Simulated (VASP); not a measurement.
# NaCl (Pm-3m) in VASP: a series of runs

Aim: see how the results for NaCl move with the level of theory and the settings. Levels: PBEsol, PBE. Tasks: equation of state.

Program: VASP 6.6.1. These are calculated values, not measurements. Logs are shortened: lines on timing, memory, paths and dates and some standing lists are left out, and cuts for length are marked.

## Step 1: Starting point

It takes space group Pm-3m (No. 221, cubic). Conventional cell: a = 3.502 Å, b = 3.502 Å, c = 3.502 Å, α = 90.00°, β = 90.00°, γ = 90.00°. Cl (site symmetry m-3m) has 8 Na at 3.03 Å as nearest neighbours. Na (site symmetry m-3m) has 8 Cl at 3.03 Å as nearest neighbours.

Measurements of this composition are mostly on another form, of space group No. 225.

## Step 2: Equation of state, PBEsol, 20.19 Å³/atom (volume scaled by 0.94)

Contents of INCAR:

```
PREC = Accurate ; ENCUT = 520
EDIFF = 1E-7 ; ISMEAR = -1
SIGMA = 0.05 ; LREAL = False
LASPH = True ; NELM = 60
ALGO = Normal ; ISIF = 2
LWAVE = False ; LCHARG = False
GGA = PS ; NBANDS = 14
```

Contents of KPOINTS:

```
Automatic mesh
0
Gamma
  8 8 8
```

Contents of POSCAR:

```
NaCl
1.0
    3.4306966741      0.0000000000      0.0000000000
    0.0000000000      3.4306966741      0.0000000000
    0.0000000000      0.0000000000      3.4306966741
Cl Na
1 1
Direct
    0.5000000000      0.5000000000      0.5000000000
    0.0000000000      0.0000000000      0.0000000000
```

Potentials or basis: VASP PAW PBE potentials, release 64 (Cl, Na_pv).

On the command line:

```bash
cat potpaw_PBE.64/Cl/POTCAR potpaw_PBE.64/Na_pv/POTCAR > POTCAR
mpirun -np 1 vasp_std > vasp.out
```

OUTCAR:

```text
PREC = Accurate
   ENCUT = 520
   EDIFF = 1E-7
   ISMEAR = -1
   LREAL = False
   LASPH = True
   NELM = 60
   ISIF = 2
   GGA = PS

 Found     35 irreducible k-points:

 Following reciprocal coordinates:
            Coordinates               Weight
  0.000000  0.000000  0.000000      1.000000
  0.125000  0.000000  0.000000      6.000000
  0.250000  0.000000  0.000000      6.000000
  0.375000  0.000000  0.000000      6.000000
  0.500000  0.000000  0.000000      3.000000
  0.125000  0.125000  0.000000     12.000000
   k-points           NKPTS =     35   k-points in BZ     NKDIM =     35   number of bands    NBANDS=     14
   number of dos      NEDOS =    301   number of ions     NIONS =      2
   total plane-waves  NPLWV =  21952
   dimension x,y,z NGX =    28 NGY =   28 NGZ =   28
   dimension x,y,z NGXF=    56 NGYF=   56 NGZF=   56
   ions per type =               1   1
   NGX,Y,Z   is equivalent  to a cutoff of  13.57, 13.57, 13.57 a.u.
   NGXF,Y,Z  is equivalent  to a cutoff of  27.14, 27.14, 27.14 a.u.
 SYSTEM =  unknown system
   PREC   = accura    normal or accurate (medium, high low for compatibility)
   ISTART =      0    job   : 0-new  1-cont  2-samecut
   ICHARG =      2    charge: 1-file 2-atom 10-const
   ISPIN  =      1    spin polarized calculation?
   LNONCOLLINEAR =      F non collinear calculations
   LSORBIT =      F    spin-orbit coupling
   LASPH  =      T    aspherical Exc in radial PAW
   ENCUT  =  520.0 eV  38.22 Ry    6.18 a.u.   6.38  6.38  6.38*2*pi/ulx,y,z
   NELM   =     60;   NELMIN=  2; NELMDL= -5     # of ELM steps
   EDIFF  = 0.1E-06   stopping-criterion for ELM
   LREAL  =      F    real-space projection
   EDIFFG = 0.1E-05   stopping-criterion for IOM
   NSW    =      0    number of steps for IOM
   IBRION =     -1    ionic relax: 0-MD 1-quasi-New 2-CG
   NFREE  =      0    steps in history (QN), initial steepest desc. (CG)
   ISIF   =      2    stress and relaxation
   ISYM   =      2    0-nonsym 1-usesym 2-fastsym
   POTIM  = 0.5000    time-step for ionic-motion
   TEBEG  =    0.0;   TEEND  =   0.0 temperature during run
   PSTRESS=    0.0 pullay stress
   NELECT =      14.0000    total number of electrons
   NUPDOWN=      -1.0000    fix difference up-down
   EMIN   =  10.00;   EMAX   =-10.00  energy-range for DOS
   EFERMI =   0.00;   METHOD = LEGACY
   ISMEAR =    -1;   SIGMA  =   0.05  broadening in eV -4-tet -1-fermi 0-gaus
   EFERMI_NEDOS =   21; number of points for ismear=-14 and -15
   IALGO  =     38    algorithm
   IMIX   =      4    mixing-type and parameters
     AMIX     =   0.40;   BMIX     =  1.00
     AMIX_MAG =   1.60;   BMIX_MAG =  1.00
  volume/ion in A,a.u.               =      20.19       136.24
  Fermi-wavevector in a.u.,A,eV,Ry     =   1.150099  2.173372 17.996800  1.322727
  Thomas-Fermi vector in A             =   2.286765
   LORBIT       =      0    0 simple, 1 ext, 2 COOP (PROOUT), +10 PAW based schemes
   GGA     = PS    functional components
   LHFCALC =     F    Hartree Fock is set to
   AEXX    =    0.0000 exact exchange contribution
   IVDW    =     0    specifies the selected vdW correction
   LEPSILON=     F    determine dielectric tensor
   LRPA    =     F    only Hartree local field effects (RPA)
 non-spin polarized calculation
  energy-cutoff  :      520.00
  volume of cell :       40.38
 maximum number of plane-waves:      1108
 NGX is ok and might be reduce to    28
   NGX = 13   NGY = 13   NGZ = 13

 number of electron      14.0000012 magnetization

 Free energy of the ion-electron system (eV)
  ---------------------------------------------------
  ext. energy  EPLUGINS =         0.00000000
  ---------------------------------------------------
  free energy    TOTEN  =        -6.72956767 eV

  energy without entropy =       -6.72956767  energy(sigma->0) =       -6.72956767

 E-fermi :   1.9326     XC(G=0):  -8.8626

 val. band max:        0.8168013258   @ k =   0.5000   0.5000   0.0000
 cond. band min:       4.8574961734   @ k =   0.0000   0.0000   0.0000
 fundamental gap:      4.0406948475
 Fermi energy:         1.9326269591

 k-point     1 :       0.0000    0.0000    0.0000
  band No.  band energies     occupation
      1     -21.0145      2.00000
      2     -21.0145      2.00000
      3     -21.0145      2.00000
      4     -12.7816      2.00000
      5       0.2631      2.00000
      6       0.2631      2.00000
      7       0.2631      2.00000
      8       4.8575      0.00000
      9       9.1510      0.00000
     10       9.1510      0.00000
     11      16.9474      0.00000
     12      16.9477      0.00000
     13      16.9512      0.00000
     14      16.9797      0.00000

 k-point     2 :       0.1250    0.0000    0.0000
  band No.  band energies     occupation
      1     -21.0226      2.00000
      2     -21.0138      2.00000
      3     -21.0138      2.00000
      4     -12.7229      2.00000
      5      -0.2919      2.00000
      6       0.2994      2.00000
      7       0.2994      2.00000
      8       5.3314      0.00000
      9       9.3294      0.00000
     10       9.5542      0.00000
     11      15.3990      0.00000
     12      15.3990      0.00000
     13      16.5061      0.00000
     14      17.0710      0.00000

 k-point     3 :       0.2500    0.0000    0.0000
  band No.  band energies     occupation
      1     -21.0418      2.00000
      2     -21.0121      2.00000
      3     -21.0121      2.00000
      4     -12.5751      2.00000
      5      -1.3315      2.00000
      6       0.3896      2.00000
      7       0.3896      2.00000
      8       6.2507      0.00000
      9       9.8499      0.00000
     10      10.2382      0.00000
     11      13.9996      0.00000
     12      13.9996      0.00000
     13      16.2414      0.00000
     14      16.5678      0.00000

 k-point     4 :       0.3750    0.0000    0.0000
  band No.  band energies     occupation
      1     -21.0610      2.00000
      2     -21.0104      2.00000
      3     -21.0104      2.00000
      4     -12.4177      2.00000
      5      -2.1636      2.00000
      6       0.4838      2.00000
      7       0.4838      2.00000
      8       7.2008      0.00000
      9      10.1270      0.00000
     10      10.6267      0.00000
     11      13.0586      0.00000
     12      13.0586      0.00000
     13      14.6741      0.00000
     14      17.6545      0.00000

 k-point     5 :       0.5000    0.0000    0.0000
  band No.  band energies     occupation
      1     -21.0688      2.00000
      2     -21.0097      2.00000
      3     -21.0097      2.00000
      4     -12.3493      2.00000
      5      -2.4737      2.00000
      6       0.5240      2.00000
      7       0.5240      2.00000
      8       7.7503      0.00000
      9       9.7261      0.00000
     10      11.1679      0.00000
     11      12.7279      0.00000
     12      12.7279      0.00000
     13      13.7569      0.00000
     14      18.0199      0.00000

 k-point     6 :       0.1250    0.1250    0.0000
  band No.  band energies     occupation
      1     -21.0228      2.00000
      2     -21.0206      2.00000
      3     -21.0131      2.00000
      4     -12.6663      2.00000
      5      -0.3481      2.00000
      6      -0.1195      2.00000
      7       0.3363      2.00000
      8       5.7780      0.00000
      9       9.5869      0.00000
     10       9.8287      0.00000
     11      14.2176      0.00000
     12      15.1965      0.00000
     13      16.0983      0.00000
     14      16.9258      0.00000

 [... further k-points ...]

------------------------ aborting loop because EDIFF is reached ----------------------------------------

  FORCE on cell =-STRESS in cart. coord.  units (eV):
  Direction    XX          YY          ZZ          XY          YZ          ZX
  --------------------------------------------------------------------------------------
  -------------------------------------------------------------------------------------
  Total        0.1059188      0.1059188      0.1059188      0.0000000      0.0000000     -0.0000000
  in kB        4.2027819      4.2027819      4.2027819      0.0000000      0.0000000     -0.0000000
  external PRESSURE =       4.2027819 kB  Pullay stress =       0.0000000 kB

 VOLUME and BASIS-vectors are now :
 -----------------------------------------------------------------------------
  energy-cutoff  :      520.00
  volume of cell :       40.38
      direct lattice vectors                 reciprocal lattice vectors
     3.430696674  0.000000000  0.000000000     0.291485985  0.000000000  0.000000000
     0.000000000  3.430696674  0.000000000     0.000000000  0.291485985  0.000000000
     0.000000000  0.000000000  3.430696674     0.000000000  0.000000000  0.291485985

 POSITION                                       TOTAL-FORCE (eV/Angst)
 -----------------------------------------------------------------------------------
      1.71535      1.71535      1.71535         0.000000      0.000000      0.000000
      0.00000      0.00000      0.00000         0.000000      0.000000      0.000000
 -----------------------------------------------------------------------------------
    total drift:                               -0.000000      0.000000      0.000000

  FREE ENERGIE OF THE ION-ELECTRON SYSTEM (eV)
  ---------------------------------------------------
  free  energy   TOTEN  =        -6.7295676661 eV

  energy  without entropy=       -6.7295676661  energy(sigma->0) =       -6.72956767
```

Run time: 12 s. Hardware: 1 thread of Intel Xeon Platinum 8488C (Sapphire Rapids), shared host; peak memory 0.15 GiB.

Results:

```
Free energy            : -6.7296 eV
Pressure               : 0.4 GPa
Band gap on the k mesh : 4.04 eV, indirect (least direct gap 4.59 eV)
```

Caveat: the PAW data sets were made with another functional, which shifts forces and pressure a little.

## Step 3: Equation of state, PBEsol, 20.62 Å³/atom (volume scaled by 0.96)

INCAR is that of step 2.

KPOINTS is that of step 2.

Contents of POSCAR:

```
NaCl
1.0
    3.4548573058      0.0000000000      0.0000000000
    0.0000000000      3.4548573058      0.0000000000
    0.0000000000      0.0000000000      3.4548573058
Cl Na
1 1
Direct
    0.5000000000      0.5000000000      0.5000000000
    0.0000000000      0.0000000000      0.0000000000
```

Potentials or basis: VASP PAW PBE potentials, release 64 (Cl, Na_pv).

On the command line:

```bash
cat potpaw_PBE.64/Cl/POTCAR potpaw_PBE.64/Na_pv/POTCAR > POTCAR
mpirun -np 1 vasp_std > vasp.out
```

It took 11 s on 1 thread of Intel Xeon Platinum 8488C (Sapphire Rapids), shared host; peak memory 0.15 GiB.

It converged, with:

* Free energy: -6.7304 eV
* Pressure: -0.2 GPa
* Band gap on the k mesh: 3.97 eV, indirect (least direct gap 4.50 eV)

Caveat: the PAW data sets were made with another functional, which shifts forces and pressure a little.

[end of part 1 of 2]
